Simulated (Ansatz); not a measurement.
## Fitting the revPBE+D3(BJ) energy curve of SnTe

Symmetry: Fm-3m, No. 225, cubic system. The conventional cell has a = 6.302 Å, b = 6.302 Å, c = 6.302 Å, α = 90.00°, β = 90.00°, γ = 90.00°. Around Te (site symmetry m-3m) lie 6 Sn at 3.15 Å. Sn (site symmetry m-3m) has 6 Te at 3.15 Å as nearest neighbours.

The cell was scaled at fixed shape and fractions and run with Ansatz, Ansatz PAW, cutoff 420 eV; revPBE+D3(BJ), k mesh 7 × 7 × 7 on the cell of 2 atoms, fermi-dirac occupations of 0.05 eV, no spin polarisation, no spin-orbit coupling. The potentials were made for PBE. Energies are those that the program minimises, any entropy of the smearing included.

| V (Å³/atom) | energy over the lowest row (meV/atom) |
| --- | --- |
| 29.4043 | 9.542 |
| 30.0299 | 2.654 |
| 30.6556 | 0.000 |
| 31.2812 | ? |
| 31.9068 | 5.660 |
| 32.5324 | 13.117 |
| 33.1581 | 22.953 |

Task: Fit the third-order Birch-Murnaghan form, give V0, B0 and B′, and predict the energy left open.

Result: With y = (V0/V)^(2/3), E = E0 + (9 V0 B0/16) [(y - 1)³ B′ + (y - 1)² (6 - 4y)]. Least squares through the rows shown give V0 = 30.7604 Å³/atom, E0 = -0.034 meV, B0 = 46.53 GPa (1 eV/Å³ = 160.218 GPa) and B′ = 5.61, with a largest miss of 0.050 meV. At V = 31.2812 the form with these constants gives 1.200 meV; the run gave 1.147 meV an atom. Measured volume: 31.45 Å³/atom at 300 K (a printed reference work), so the fit lies -2.2 % from it. The runs are for a static lattice.
